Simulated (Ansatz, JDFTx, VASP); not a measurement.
# PbS: 4 runs at one level of theory

The starting cell:

```xyz
2
Lattice="0.0000 2.9657 2.9657 2.9657 0.0000 2.9657 2.9657 2.9657 0.0000" Properties=species:S:1:pos:R:3 pbc="T T T"
Pb    0.0000    0.0000    0.0000
S     2.9657    2.9657    2.9657
```

Alike in all runs: task relaxation of cell and atoms; functional PBEsol; k mesh 8 × 8 × 8; occupations fermi-dirac, width 0.05 eV; no spin polarisation; no spin-orbit coupling.

```tsv
program and potentials	plane-wave cutoff (eV)	notes	equilibrium volume (Å³/atom)
Ansatz, Ansatz PAW	420	potentials made for PBE, which Ansatz adapts in part	25.70
JDFTx, PseudoDojo-SR-PBEsol-0.4.1-standard with smoothed tails	762	-	25.72
VASP, PBE PAW files Pb_d, S, 600 eV	600	potentials made for PBE	25.71
Ansatz, all-electron LAPW, scalar-relativistic	-	-	25.71
```

The equilibrium volume spans 25.70 (Ansatz, Ansatz PAW) to 25.72 Å³/atom (JDFTx, PseudoDojo-SR-PBEsol-0.4.1-standard with smoothed tails), with all-electron results at 25.71. Relaxations stop with a little pressure left, so the last digit of a volume isn't settled.

The functional is the same throughout but for its coding, so the spread measures potentials, basis and numerics; runs on potential files found faulty are left out.

The three potential-based calculations reproduce the all-electron volume of PbS so closely that none of them shows a resolvable error from its treatment of the core. The equilibrium volume reflects a balance between ionic attraction and Pb 6p–S 3p covalency on one side and the repulsion of filled shells on the other. All of these are governed by valence and outer-core electrons, whereas the deep core barely responds to a small change in lattice constant. Core energy errors are therefore nearly constant with volume and largely cancel in the equation of state. This probably also explains why potentials generated with PBE serve well here, since the mismatch with PBEsol lies mostly in that inert region.

The agreement supports using any of these setups for the PBEsol volume of PbS, but it doesn't carry over to the band gap. The gap depends on the band-edge states, where spin-orbit coupling in the Pb 6p shell strongly lowers the conduction band.
